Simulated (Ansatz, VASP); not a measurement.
## HfO2: VASP beside Ansatz

Aim: how closely do two programs agree when they are given the same cell, functional and k mesh? The structure shown is the end of the Ansatz relaxation below.

Calculated with Ansatz 0.2.0; plane waves, with VASP 6.6.1 beside it; single point at PBEsol.

## Step 1: The structure

Symmetry: Pca2_1, No. 29, orthorhombic system. Conventional cell: a = 5.263 Å, b = 5.046 Å, c = 5.076 Å, α = 90.00°, β = 90.00°, γ = 90.00°. Hf has 7 O at 2.04 to 2.26 Å nearest. O has 3 Hf at 2.04 to 2.14 Å nearest. O has 4 Hf at 2.13 to 2.26 Å nearest. Farther neighbours and most contacts between anions are not listed.

## Step 2: Ansatz: relaxation, PBEsol

Ansatz runs on its PAW soft_1 files.

This run makes the geometry at which the two programs are then compared.

Contents of input.yaml:

```yaml
crystal:
  lattice:
    - [5.2286293529, 0.0, 0.0]
    - [0.0, 5.0178188772, 0.0]
    - [0.0, 0.0, 5.0422500803]
  atoms:
    - { symbol: Hf, position: [0.9671097734, 0.7324278592, 0.7526445519] }
    - { symbol: Hf, position: [0.0328902266, 0.2675721408, 0.2526445519] }
    - { symbol: Hf, position: [0.4671097734, 0.2675721408, 0.7526445519] }
    - { symbol: Hf, position: [0.5328902266, 0.7324278592, 0.2526445519] }
    - { symbol: O, position: [0.6319774038, 0.92827628, 0.8902417756] }
    - { symbol: O, position: [0.3680225962, 0.07172372, 0.3902417756] }
    - { symbol: O, position: [0.1319774038, 0.07172372, 0.8902417756] }
    - { symbol: O, position: [0.8680225962, 0.92827628, 0.3902417756] }
    - { symbol: O, position: [0.7659856362, 0.459673506, 0.0011136725] }
    - { symbol: O, position: [0.2340143638, 0.540326494, 0.5011136725] }
    - { symbol: O, position: [0.2659856362, 0.540326494, 0.0011136725] }
    - { symbol: O, position: [0.7340143638, 0.459673506, 0.5011136725] }
kpoints:
  mp_grid: { grid: [6, 6, 6] }
scf:
  occupations: { method: fermi_dirac, width: 0.02 }
hamiltonian:
  xc: pbesol
  pseudopotentials: { kind: paw, azcp: { folder: soft_1 }, xc_functional: pbe }
basis:
  ecutwfc: 600
output:
  forces: true
  stress: true
  write_density: true
  write_potential: true
  elf: true
  volumetric_format: npy
relax:
  f_tol: 0.005
  max_steps: 70
  cell: { stress_tol: 0.02, p_target: -4 }
```

On the command line:

```console
ansatz run input.yaml --threads 4 --pin off --max-ram 10240MiB --backend cpu --events-out ev --progress --plain --runs-dir out
```

Numbers of over 12 decimals in the logs are rounded to 6 here.

The log of the run:

```text
Engine: ansatz 0.2.0, x86_64-unknown-linux-gnu
Pseudopotentials: kind: paw
Pseudopotential: Hf, paw, valence charge 26, recommended cutoff 420 eV (normal), soft_1/Hf.paw.azcp
Pseudopotential: O, paw, valence charge 6, recommended cutoff 420 eV (normal), soft_1/O.paw.azcp
Functional definition: PBEsol
  exchange = pbesol_x
  correlation = pbesol_c
Crystal: 12 atoms, lattice volume = 132.290 Å³
Basis set: ecut = 600 eV, 4433 PW (Γ), exchange–correlation on 90×90×90 points (8 copies of the dense FFT grid, shifted against one another)
Bands: 92, of which v1, the nominal top of the filled ones, is band 76 counted from 1 (75 counted from 0)
Symmetry: 4 space group operations
Space group: Pca21 (ITA 29), of the structure as read, at distance tolerance 5.1e-5 Å
k-points: 64 of 216 (time reversal used)
Non-local potential: Hf, projectors of the file, l = 0: 3, l = 1: 2, l = 2: 2, l = 3: 3
Non-local potential: O, projectors of the file, l = 0: 2, l = 1: 2, l = 2: 1
PAW form: soft (Blöchl's): semilocal exchange-correlation on the pseudo side does not see the compensation charge
PAW frozen core: Hf, regenerated for the run's functional, and the local potential with it (the file was generated under x = pbe(κ = 0.804, μ = 0.219515), c = pbe(β = 0.066725))
PAW frozen core: O, regenerated for the run's functional, and the local potential with it (the file was generated under x = pbe(κ = 0.804, μ = 0.219515), c = pbe(β = 0.066725))
PAW one-centre angular grid: Hf, 590 points (default); XC on 64 Gauss nodes
PAW one-centre angular grid: O, 110 points (default); XC on 64 Gauss nodes
Initial density: superposition of atomic densities (chi_scale 0.1, normalization cell, long waves kept (reshape's long-wave potential 0.01 eV rms))
Initial wavefunctions: pseudopotential atomic-orbital guess
Functional: x = pbesol(κ = 0.804, μ = 0.123457), c = pbesol(β = 0.046)
SCF iter   1: F=—  HF=-66906.766865 eV  |F-HF|=—  |Δ(HF+E_count)|=         —  Δρ=9.36e-2  dr2=8.94e0  ethr=3.10e-3  ⟨swp⟩=6.0  Hψ=17730  notcnv=0  defer=178
preconditioner: auto → Resta (q_TF=auto, 2.792 Å⁻¹)  ε∞=5.1  [insulator: Δε(μ)=3.361 eV  Ē_g=19.187 eV  σ=0.020 eV  W_gap=1.00  n_scr=52 (ndim 8)  ℏωp=38.7 eV  f_vac=0.000  D(μ)=0.00/eV (n_scr^D=0)  ε∞_Penn≈5.1]
SCF iter   2: F=—  HF=-66904.739167 eV  |F-HF|=—  |Δ(HF+E_count)|=    2.03e0  Δρ=4.24e-2  dr2=2.04e0  ethr=3.10e-3  ⟨swp⟩=2.9  Hψ=12049  notcnv=0  defer=606
SCF iter   3: F=—  HF=-66904.177016 eV  |F-HF|=—  |Δ(HF+E_count)|=   5.62e-1  Δρ=2.22e-2  dr2=5.96e-1  ethr=1.34e-3  ⟨swp⟩=2.0  Hψ=9198  notcnv=0  defer=606
SCF iter   4: F=—  HF=-66904.036794 eV  |F-HF|=—  |Δ(HF+E_count)|=   1.40e-1  Δρ=8.42e-3  dr2=5.48e-2  ethr=3.92e-4  ⟨swp⟩=3.0  Hψ=10940  notcnv=0  defer=606
SCF iter   5: F=—  HF=-66904.065781 eV  |F-HF|=—  |Δ(HF+E_count)|=   2.90e-2  Δρ=3.34e-3  dr2=1.74e-2  ethr=3.61e-5  ⟨swp⟩=2.0  Hψ=9654  notcnv=0  defer=607
SCF iter   6: F=—  HF=-66904.057585 eV  |F-HF|=—  |Δ(HF+E_count)|=   8.20e-3  Δρ=8.50e-4  dr2=8.06e-4  ethr=1.15e-5  ⟨swp⟩=2.0  Hψ=10588  notcnv=0  defer=606
SCF iter   7: F=—  HF=-66904.058695 eV  |F-HF|=—  |Δ(HF+E_count)|=   1.11e-3  Δρ=5.09e-4  dr2=2.48e-4  ethr=5.30e-7  ⟨swp⟩=2.0  Hψ=10193  notcnv=0  defer=606
SCF iter   8: F=—  HF=-66904.058704 eV  |F-HF|=—  |Δ(HF+E_count)|=   8.91e-6  Δρ=2.97e-4  dr2=9.05e-5  ethr=1.63e-7  ⟨swp⟩=2.0  Hψ=9165  notcnv=0  defer=606
SCF iter   9: F=—  HF=-66904.058593 eV  |F-HF|=—  |Δ(HF+E_count)|=   1.11e-4  Δρ=4.62e-5  dr2=1.89e-6  ethr=5.96e-8  ⟨swp⟩=2.0  Hψ=9424  notcnv=0  defer=606
SCF iter  10: F=-66904.058595 eV  HF=-66904.058595 eV  |F-HF|=3.15e-8  |Δ(HF+E_count)|=   1.46e-6  Δρ=8.18e-6  dr2=7.34e-8  ethr=6.58e-11  ⟨swp⟩=6.0  Hψ=39326  notcnv=0
SCF 1 converged in 10 iterations: F = -66904.058595 eV  dr2 = 7.34e-8
  greatest PAW one-centre occupation: 0.999 electrons in one spin orbital (limit 2), on the Hf atom at site 2 (counted from 0), in its partial waves of l = 3
relax step   1: F+E_penalty+E_count = -66904.05859463 eV  Δ(F+E_penalty+E_count) = +0.000e0 eV  max|allowed force component| = 1.852e-3 eV/Å  Δτ_max = 0.0000 Å  P = -0.016 GPa  Ω = 132.290 Å³  (10 SCF iters, dr2 threshold 1.00e-7 eV, accepted)
Crystal: 12 atoms, lattice volume = 134.812 Å³
Basis set: ecut = 600 eV, 4505 PW (Γ), exchange–correlation on 90×90×90 points (8 copies of the dense FFT grid, shifted against one another)
Initial density: handed on by an earlier stage of this run
Initial wavefunctions: those handed on with the density
iter 1 solved again at ethr=5.47e-6 eV; its pass at ethr=3.10e-3 eV (dr2=8.32e-3 eV) is discarded
SCF iter   1: F=—  HF=-66904.025437 eV  |F-HF|=—  |Δ(HF+E_count)|=         —  Δρ=2.70e-3  dr2=8.49e-3  ethr=5.47e-6  ⟨swp⟩=2.5  Hψ=25218  notcnv=0
[...]
Initial wavefunctions: pseudopotential atomic-orbital guess (no wavefunctions were taken with the density)
iter 1 solved again at ethr=9.22e-8 eV; its pass at ethr=3.10e-3 eV (dr2=1.40e-4 eV) is discarded
SCF iter   1: F=—  HF=-66904.026472 eV  |F-HF|=—  |Δ(HF+E_count)|=         —  Δρ=1.20e-4  dr2=3.10e-7  ethr=9.22e-8  ⟨swp⟩=3.4  Hψ=35005  notcnv=0
SCF iter   2: F=—  HF=-66904.026406 eV  |F-HF|=—  |Δ(HF+E_count)|=   6.59e-5  Δρ=6.07e-5  dr2=8.08e-8  ethr=2.04e-10  ⟨swp⟩=2.0  Hψ=10302  notcnv=0
SCF iter   3: F=—  HF=-66904.026428 eV  |F-HF|=—  |Δ(HF+E_count)|=   2.17e-5  Δρ=1.34e-6  dr2=1.30e-9  ethr=5.32e-11  ⟨swp⟩=2.0  Hψ=6733  notcnv=0
SCF iter   4: F=—  HF=-66904.026428 eV  |F-HF|=—  |Δ(HF+E_count)|=  8.59e-10  Δρ=3.94e-7  dr2=4.75e-11  ethr=1.00e-12  ⟨swp⟩=2.0  Hψ=9728  notcnv=0
SCF iter   5: F=—  HF=-66904.026428 eV  |F-HF|=—  |Δ(HF+E_count)|=  2.91e-11  Δρ=2.23e-7  dr2=2.20e-11  ethr=1.00e-12  ⟨swp⟩=5.1  Hψ=25440  notcnv=0
SCF iter   6: F=-66904.026428 eV  HF=-66904.026428 eV  |F-HF|=2.91e-11  |Δ(HF+E_count)|=  5.82e-11  Δρ=5.65e-8  dr2=3.35e-12  ethr=1.00e-12  ⟨swp⟩=5.0  Hψ=25540  notcnv=0
SCF 8 converged in 6 iterations: F = -66904.026428 eV  dr2 = 3.35e-12
  greatest PAW one-centre occupation: 0.999 electrons in one spin orbital (limit 2), on the Hf atom at site 3 (counted from 0), in its partial waves of l = 3
relax step   8: F+E_penalty+E_count = -66904.02642815 eV  Δ(F+E_penalty+E_count) = -3.733e-4 eV  max|allowed force component| = 8.766e-4 eV/Å  Δτ_max = 0.0000 Å  P = -4.000 GPa  Ω = 134.808 Å³  stress off target by 2.33e-3 GPa  SCF on the basis re-selected at this cell (its energy is not comparable with the rows above)  (6 SCF iters)
basis re-selected at this cell: Δ(F+E_penalty+E_count) = -3.733e-4 eV, ΔP = +0.000 GPa vs the last step (what re-selecting the basis moved, of the pressure what is left beyond the Pulay correction that the steps carried, after the strain that the cell walked since its last selection, with what the two solves' SCF thresholds leave and, on support functions, any second-order correction that the steps lacked; it is no m [...]
SCF converged after 6 iterations
Free energy (F): -66904.026428 eV
Harris-Foulkes:  -66904.026428 eV  (|F-HF|=2.91e-11)
Internal energy: -66904.026428 eV  (E = F + TS)
E sigma→0 (E₀):  -66904.026428 eV
Fermi energy:    15.563658 eV
--- Per-component energies (eV) ---
  E_band       = -104.326710
  E_kinetic    = 2963.893028
  E_local      = -28639.255219  (includes V_loc(G=0)·N_el)
  E_nonlocal   = 706.377771
  E_hartree    = 13609.174162
  E_xc         = -1621.722579
  E_vxc        = -1741.724778  (∫ρ·V_xc dr)
  E_paw        = -31572.098733  (= ΣΔE_a)
  E_vpaw       = -611.967725  (= ΣTr[D̂ρ^β])
  E_aug_tail   = 0.001628  (compensation charges beyond the density's cutoff)
  E_ewald      = -22355.683014
  E_core_change = 5.286528  (= ΣΔE_core)
  E_smearing   = -0.000000  (= −TS)
  E_closure    = -0.000000  (closes the sum)
  Σ components = -66904.026428   (vs F -66904.026428, Δ=0.00e0)
--- Forces (eV/Å), atoms counted from 1 ---
  atom   1  Hf     0.00087659     0.00012219    -0.00001727
  atom   2  Hf    -0.00087659    -0.00012219    -0.00001727
  atom   3  Hf     0.00087659    -0.00012219    -0.00001727
  atom   4  Hf    -0.00087659     0.00012219    -0.00001727
  atom   5  O     -0.00021859     0.00053168    -0.00015144
  atom   6  O      0.00021859    -0.00053168    -0.00015144
  atom   7  O     -0.00021859    -0.00053168    -0.00015144
  atom   8  O      0.00021859     0.00053168    -0.00015144
  atom   9  O     -0.00003029    -0.00023558     0.00016889
  atom  10  O      0.00003029     0.00023558     0.00016889
  atom  11  O     -0.00003029     0.00023558     0.00016889
  atom  12  O      0.00003029    -0.00023558     0.00016889
  max |Σ_I F_I| component: 7.28e-7 eV/Å
--- Stress (GPa, compression-positive) ---
       -3.999244       0.000000      -0.000000
        0.000000      -4.002330      -0.000000
       -0.000000      -0.000000      -3.998019
  P = ⅓ Tr σ = -3.9999 GPa (-39.999 kbar)
--- Band table (eV; the first three rows and the last of 64) ---
  k-point 0: bands = [... 72 lower, 12.7023, 13.2356, 13.3584, 13.4203, 18.1992, 18.4679, 18.6252, 18.9974, ... 12 higher]
  k-point 1: bands = [... 72 lower, 12.4267, 13.1849, 13.3105, 13.3492, 18.1134, 18.4628, 18.5548, 18.9763, ... 12 higher]
  k-point 2: bands = [... 72 lower, 12.8177, 13.1468, 13.2130, 13.2249, 17.9350, 18.2098, 18.4915, 18.7649, ... 12 higher]
  k-point 63: bands = [... 72 lower, 12.5821, 12.5821, 12.5821, 12.5821, 17.9692, 17.9692, 17.9692, 17.9692, ... 12 higher]
--- Relaxed structure (7 steps of the walk, 7 accepted, 1 SCFs on fresh bases) ---
  F+E_penalty+E_count = -66904.02642815 eV   max|allowed force component| = 8.766e-4 eV/Å   (the final SCF, on the basis selected at the relaxed cell)
  cell:  # Å, volume = 134.8082 Å³
    - [5.263466, 0.0, 0.0]
    - [0.0, 5.046176, 0.0]
    - [0.0, 0.0, 5.075538]
  atoms:
    - { symbol: Hf, position: [0.967151, 0.733282, 0.750787] }
    - { symbol: Hf, position: [0.032849, 0.266718, 0.250787] }
    - { symbol: Hf, position: [0.467151, 0.266718, 0.750787] }
    - { symbol: Hf, position: [0.532849, 0.733282, 0.250787] }
    - { symbol: O, position: [0.634457, 0.931731, 0.893368] }
    - { symbol: O, position: [0.365543, 0.068269, 0.393368] }
    - { symbol: O, position: [0.134457, 0.068269, 0.893368] }
    - { symbol: O, position: [0.865543, 0.931731, 0.393368] }
    - { symbol: O, position: [0.769624, 0.462464, -0.000155377] }
    - { symbol: O, position: [0.230376, 0.537536, 0.499845] }
    - { symbol: O, position: [0.269624, 0.537536, -0.000155377] }
    - { symbol: O, position: [0.730376, 0.462464, 0.499845] }
```

(Continued in part 2 of 3.)

[Lines on the potential files, build, host, timing and source positions are cut from VASP's logs without a mark.]

[Logs are printed without paths, hosts, clocks, repeated set-up lines and the standing remarks that a program may print on its own settings, such as how far it seeks lower states.]

[Hosts, paths, dates, database ids (printed as entryN), source tags and the programs' standing remarks are cut or masked in the printed files.]
